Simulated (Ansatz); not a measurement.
# Ir (Fm-3m) in Ansatz: notebook

The runs below take Ir through single point, equation of state, with PBEsol.

Program: Ansatz 0.2.0. These are calculated values, not measurements. Logs are shortened: lines on timing, memory, paths and dates and some standing lists are left out, and cuts for length are marked.

**1. Starting point**

It takes space group Fm-3m (No. 225, cubic). Conventional cell: a = 3.831 Å, b = 3.831 Å, c = 3.831 Å, α = 90.00°, β = 90.00°, γ = 90.00°. Around Ir (site symmetry m-3m) lie 12 Ir at 2.71 Å.

**2. Single point, PBEsol, 13.22 Å³/atom (volume scaled by 0.94)**

input.yaml reads:

```yaml
crystal:
  lattice:
    - [0.0, 1.8764951499, 1.8764951499]
    - [1.8764951499, 0.0, 1.8764951499]
    - [1.8764951499, 1.8764951499, 0.0]
  atoms:
    - { symbol: Ir, position: [0.0, 0.0, 0.0] }
kpoints:
  mp_grid: { grid: [12, 12, 12] }
scf:
  occupations: { method: fermi_dirac, width: 0.05 }
hamiltonian:
  xc: pbesol
  pseudopotentials: { kind: all_electron, lapw: { basis_error: 0.001 } }
output:
  forces: true
  stress: true
  eigenvalues: true
```

Potentials or basis: all-electron LAPW, scalar-relativistic.

The run is started by

```bash
> ansatz run input.yaml --threads 1 --pin off --max-ram 3072MiB --backend cpu --events-out ev --progress --plain --runs-dir out
```

Output:

```text
Warning: RAYON_NUM_THREADS=1 ignored (pool sized by the plan → 1); use --threads N
LAPW: plane waves up to 8.860 Å⁻¹, error target 1.0e-3 eV per atom; small_component_spin mean_spin; Ir in spheres of 1.327 Å, 41 of its electrons in bands, Dirac shells [] (how accurate: hamiltonian.pseudopotentials.lapw.basis_error, Limitations)
Engine: ansatz 0.2.0, aarch64-unknown-linux-gnu
Pseudopotentials: kind: all_electron
Pseudopotential: Ir, LAPW, valence charge 41, lapw/all_electron/scalar/gaussian/Ir, Koelling and Harmon's equation, gaussian nucleus
Functional definition: PBEsol
  exchange = pbesol_x
  correlation = pbesol_c
Crystal: 1 atoms, lattice volume = 13.215 Å³
Basis set: ecut = 299.0486436486929 eV, 169 PW (Γ), exchange–correlation at level 2
Bands: 25, of which v1, the nominal top of the filled ones, is band 21 counted from 1 (20 counted from 0)
Symmetry: 48 space group operations
Space group: Fm-3m (ITA 225), of the structure as read, at distance tolerance 2.4e-5 Å
k-points: 72 of 1728
Non-local potential: Ir, projectors of the file, none
Initial density: superposition of atomic densities (chi_scale 0.1, normalization cell)
Initial wavefunctions: plane waves of lowest kinetic energy (no species holds an atomic orbital)
Functional: x = pbesol(κ = 0.804, μ = 0.12345679012345678), c = pbesol(β = 0.046)
iter 1 solved again at ethr=4.31e-5 eV; its pass at ethr=1.00e-1 eV (dr2=1.77e-2 eV) is discarded
SCF iter   1: F=—  HF=-484889.768674 eV  |F-HF|=—  |Δ(HF+E_count)|=         —  Δρ=1.92e-2  dr2=1.79e-2  ethr=4.31e-5  ⟨swp⟩=3.2  Hψ=11721  notcnv=0
preconditioner: auto → none  [metal: Δε(μ)=0.006 eV  Ē_g=15.027 eV  σ=0.050 eV  W_gap=0.03  n_scr=8 (ndim 8)  ℏωp=30.6 eV  f_vac=0.000  D(μ)=0.46/eV (n_scr^D=0)  sad-step TF]
SCF iter   2: F=—  HF=-484889.686069 eV  |F-HF|=—  |Δ(HF+E_count)|=   8.26e-2  Δρ=6.84e-3  dr2=2.84e-3  ethr=4.31e-5  ⟨swp⟩=2.4  Hψ=5521  notcnv=0
SCF iter   3: F=—  HF=-484889.682706 eV  |F-HF|=—  |Δ(HF+E_count)|=         —  Δρ=3.73e-3  dr2=8.23e-4  ethr=6.93e-6  ⟨swp⟩=2.0  Hψ=5196  notcnv=0
the basis was enlarged: its passes take 529.6 KiB over the memory plan, 1 of 1 planned eigensolver slots
iter 4 solved again at ethr=1.76e-7 eV; its pass at ethr=2.01e-6 eV (dr2=7.22e-5 eV) is discarded
SCF iter   4: F=—  HF=-484889.682610 eV  |F-HF|=—  |Δ(HF+E_count)|=   9.67e-5  Δρ=1.05e-3  dr2=7.22e-5  ethr=1.76e-7  ⟨swp⟩=2.0  Hψ=8854  notcnv=0
SCF iter   5: F=—  HF=-484889.682622 eV  |F-HF|=—  |Δ(HF+E_count)|=   1.28e-5  Δρ=6.52e-5  dr2=2.92e-7  ethr=1.76e-7  ⟨swp⟩=2.0  Hψ=5196  notcnv=0
SCF iter   6: F=-484889.682622 eV  HF=-484889.682622 eV  |F-HF|=1.92e-9  |Δ(HF+E_count)|=   8.99e-8  Δρ=2.75e-6  dr2=4.99e-10  ethr=7.11e-10  ⟨swp⟩=2.3  Hψ=5226  notcnv=0
SCF 1 converged in 6 iterations: F = -484889.682622 eV  dr2 = 4.99e-10
SCF converged after 6 iterations
Free energy (F): -484889.682622 eV
Harris-Foulkes:  -484889.682622 eV  (|F-HF|=1.92e-9)
Internal energy: -484889.678415 eV  (E = F + TS)
E sigma→0 (E₀):  -484889.680519 eV
Entropy (-TS):   -0.004208 eV (-4.208 meV/atom)
Fermi energy:    34.593951 eV
--- Per-component energies (eV) ---
  E_band       = -2768.868997
  E_kinetic    = 548628.595915
  E_xc         = -9339.305557
  E_electrostatic = -1024178.968773  (all electrons and nuclei)
  E_smearing   = -0.004208  (= −TS)
  E_closure    = 0.000000  (closes the sum)
  E_atoms      = -484879.537261  (free atoms, spherical and without spin; not in F)
  Σ components = -484889.682622   (vs F -484889.682622, Δ=0.00e0)
  Basis errors (estimates in eV, not in F): energy 2.4e-4 per atom: plane waves 2.0e-4 (9.9e-5 summed), levels above the bands 3.8e-163, relativity 6.6e-8, radial functions 4.2e-5, core shells 8.1e-7; eigenvalues (radial functions only) 3.0e-6; not estimated: angular momenta, meshes, grids; target (lapw.basis_error) 1.0e-3; muffin-tin radii Ir 1.327 Å
--- Forces (eV/Å), atoms counted from 1 ---
  atom   1  Ir    -0.00000000     0.00000000    -0.00000000
  max |Σ_I F_I| component: 1.40e-31 eV/Å
--- Stress (GPa, compression-positive) ---
       27.027358      -0.000000       0.000000
       -0.000000      27.027358       0.000000
        0.000000       0.000000      27.027358
  P = ⅓ Tr σ = 27.0274 GPa (270.274 kbar)
--- Band table (eV; the first three rows and the last of 72) ---
  k-point 0: bands = ["-250.9549", "-250.9549", "-250.9549", "-250.9152", "-250.9152", "-58.5777", "-22.8663", "-22.8228", "-22.8228", "-22.8228", "-22.8109", "-22.8109", "-22.8109", "-14.9445", "-14.9445", "-14.9445", "22.6348", "30.2183", "30.2183", "30.2183", "33.2356", "33.2356", "47.8861", "53.7738", "53.7738"]
  k-point 1: bands = ["-250.9549", "-250.9549", "-250.9549", "-250.9152", "-250.9152", "-58.5716", "-22.8658", "-22.8236", "-22.8236", "-22.8228", "-22.8110", "-22.8105", "-22.8105", "-15.0153", "-14.9540", "-14.9540", "22.9667", "30.0368", "30.3609", "30.3609", "33.1393", "33.1393", "48.4717", "52.4674", "54.3418"]
  k-point 2: bands = ["-250.9549", "-250.9549", "-250.9549", "-250.9152", "-250.9152", "-58.5550", "-22.8645", "-22.8259", "-22.8259", "-22.8227", "-22.8112", "-22.8094", "-22.8094", "-15.2060", "-14.9799", "-14.9799", "23.8674", "29.6787", "30.6507", "30.6507", "33.0405", "33.0405", "49.6505", "50.5994", "55.9465"]
  k-point 71: bands = ["-250.9549", "-250.9549", "-250.9549", "-250.9152", "-250.9152", "-58.4564", "-22.8563", "-22.8343", "-22.8343", "-22.8315", "-22.8065", "-22.8065", "-22.8059", "-15.6095", "-15.6095", "-15.3272", "27.5819", "29.1483", "29.1483", "32.4973", "36.2471", "43.2849", "44.0443", "44.0443", "48.5993"]
```

Wall time 14 s (1 thread of Arm Neoverse N1, shared host); peak memory 0.28 GiB.

Results:

```
Free energy            : -484889.6826 eV
Pressure               : 27.0 GPa
Band gap on the k mesh : none (metal or under the smearing width)
```

**3. Single point, PBEsol, 13.50 Å³/atom (volume scaled by 0.96)**

input.yaml, as its differences from that of step 2:

```diff
@@ -2,5 +2,5 @@
   lattice:
-    - [0.0, 1.8764951499, 1.8764951499]
-    - [1.8764951499, 0.0, 1.8764951499]
-    - [1.8764951499, 1.8764951499, 0.0]
+    - [0.0, 1.8897103398, 1.8897103398]
+    - [1.8897103398, 0.0, 1.8897103398]
+    - [1.8897103398, 1.8897103398, 0.0]
   atoms:
```

Potentials or basis: all-electron LAPW, scalar-relativistic.

The run is started by

```bash
> ansatz run input.yaml --threads 1 --pin off --max-ram 3072MiB --backend cpu --events-out ev --progress --plain --runs-dir out
```

Wall time 13 s (1 thread of Arm Neoverse N1, shared host); peak memory 0.28 GiB.

Results (log left out):

* Free energy: -484889.7208 eV
* Pressure: 16.6 GPa
* Band gap on the k mesh: none (metal or under the smearing width)

**4. Single point, PBEsol, 13.78 Å³/atom (volume scaled by 0.98)**

input.yaml, as its differences from that of step 3:

```diff
@@ -2,5 +2,5 @@
   lattice:
-    - [0.0, 1.8897103398, 1.8897103398]
-    - [1.8897103398, 0.0, 1.8897103398]
-    - [1.8897103398, 1.8897103398, 0.0]
+    - [0.0, 1.9027432368, 1.9027432368]
+    - [1.9027432368, 0.0, 1.9027432368]
+    - [1.9027432368, 1.9027432368, 0.0]
   atoms:
```

The run is started by

```bash
> ansatz run input.yaml --threads 1 --pin off --max-ram 3072MiB --backend cpu --events-out ev --progress --plain --runs-dir out
```

It took 14 s on 1 thread of Arm Neoverse N1, shared host; peak memory 0.28 GiB.

Results (log left out):

```
Free energy            : -484889.7417 eV
Pressure               : 7.4 GPa
Band gap on the k mesh : none (metal or under the smearing width)
```

**5. Single point, PBEsol, 14.06 Å³/atom**

input.yaml, as its differences from that of step 4:

```diff
@@ -2,5 +2,5 @@
   lattice:
-    - [0.0, 1.9027432368, 1.9027432368]
-    - [1.9027432368, 0.0, 1.9027432368]
-    - [1.9027432368, 1.9027432368, 0.0]
+    - [0.0, 1.9156, 1.9156]
+    - [1.9156, 0.0, 1.9156]
+    - [1.9156, 1.9156, 0.0]
   atoms:
```

The run is started by

```bash
> ansatz run input.yaml --threads 1 --pin off --max-ram 3072MiB --backend cpu --events-out ev --progress --plain --runs-dir out
```

Run time: 15 s. Hardware: 1 thread of Arm Neoverse N1, shared host; peak memory 0.28 GiB.

The run converged. Its results:

```
Free energy            : -484889.7475 eV
Pressure               : -0.7 GPa
Band gap on the k mesh : none (metal or under the smearing width)
```

**6. Single point, PBEsol, 14.34 Å³/atom (volume scaled by 1.02)**

input.yaml, as its differences from that of step 5:

```diff
@@ -2,5 +2,5 @@
   lattice:
-    - [0.0, 1.9156, 1.9156]
-    - [1.9156, 0.0, 1.9156]
-    - [1.9156, 1.9156, 0.0]
+    - [0.0, 1.9282864624, 1.9282864624]
+    - [1.9282864624, 0.0, 1.9282864624]
+    - [1.9282864624, 1.9282864624, 0.0]
   atoms:
```

Potentials or basis: all-electron LAPW, scalar-relativistic.

The run is started by

```bash
> ansatz run input.yaml --threads 1 --pin off --max-ram 3072MiB --backend cpu --events-out ev --progress --plain --runs-dir out
```

It took 14 s on 1 thread of Arm Neoverse N1, shared host; peak memory 0.29 GiB.

The run converged. Its results:

* Free energy: -484889.7397 eV
* Pressure: -8.0 GPa
* Band gap on the k mesh: none (metal or under the smearing width)

**7. Single point, PBEsol, 14.62 Å³/atom (volume scaled by 1.04)**

input.yaml, as its differences from that of step 6:

```diff
@@ -2,5 +2,5 @@
   lattice:
-    - [0.0, 1.9282864624, 1.9282864624]
-    - [1.9282864624, 0.0, 1.9282864624]
-    - [1.9282864624, 1.9282864624, 0.0]
+    - [0.0, 1.940808154, 1.940808154]
+    - [1.940808154, 0.0, 1.940808154]
+    - [1.940808154, 1.940808154, 0.0]
   atoms:
```

The run is started by

```bash
> ansatz run input.yaml --threads 1 --pin off --max-ram 3072MiB --backend cpu --events-out ev --progress --plain --runs-dir out
```

It took 15 s on 1 thread of Arm Neoverse N1, shared host; peak memory 0.28 GiB.

It converged, with:

* Free energy: -484889.7200 eV
* Pressure: -14.4 GPa
* Band gap on the k mesh: none (metal or under the smearing width)

**8. Single point, PBEsol, 14.90 Å³/atom (volume scaled by 1.06)**

input.yaml, as its differences from that of step 7:

```diff
@@ -2,5 +2,5 @@
   lattice:
-    - [0.0, 1.940808154, 1.940808154]
-    - [1.940808154, 0.0, 1.940808154]
-    - [1.940808154, 1.940808154, 0.0]
+    - [0.0, 1.9531703226, 1.9531703226]
+    - [1.9531703226, 0.0, 1.9531703226]
+    - [1.9531703226, 1.9531703226, 0.0]
   atoms:
```

The run is started by

```bash
> ansatz run input.yaml --threads 1 --pin off --max-ram 3072MiB --backend cpu --events-out ev --progress --plain --runs-dir out
```

It took 15 s on 1 thread of Arm Neoverse N1, shared host; peak memory 0.28 GiB.

Results (log left out):

```
Free energy            : -484889.6898 eV
Pressure               : -20.0 GPa
Band gap on the k mesh : none (metal or under the smearing width)
```

**9. Equation of state, PBEsol**

Potentials or basis: all-electron LAPW, scalar-relativistic.

This step only gathers the single runs of the series.

Results:

| Quantity | Value |
| --- | --- |
| Equilibrium volume | 14.03 Å³/atom |
| Bulk modulus | 387 GPa |
| Pressure derivative of the bulk modulus | 5.0 |

Energy against volume, from the lowest point:
```csv
volume (Å³/atom),energy (meV/atom)
13.215,64.85
13.496,26.71
13.778,5.75
14.059,0.00
14.340,7.75
14.621,27.45
14.902,57.72
```
